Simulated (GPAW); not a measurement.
The system is GaSb.

```xyz
2
Lattice="0.0000 3.0590 3.0590 3.0590 0.0000 3.0590 3.0590 3.0590 0.0000" Properties=species:S:1:pos:R:3 pbc="T T T"
Sb    4.5885    4.5885    4.5885
Ga    0.0000    0.0000    0.0000
```

Base run:

* Program: GPAW 26.7.0
* Functional: PBEint
* Potentials or basis: PAW data sets generated in the run's folder for this functional
* Cutoff: 600 eV
* Basis: pw
* k mesh: 6 × 6 × 6
* Occupations: fermi-dirac, width 0.05 eV
* Spin: spin-orbit coupling, no magnetisation

Its results: pressure 0.7 GPa.

Problem. The run is repeated on the same cell with these changes: functional from PBEint to SOGGA; band points from 100 to 80. What comes out?

Solution. Pressure -0.2 GPa.

Caveats: spin-orbit coupling was added after a scalar SCF, so levels and gaps hold it while energy, forces, pressure and moments don't.
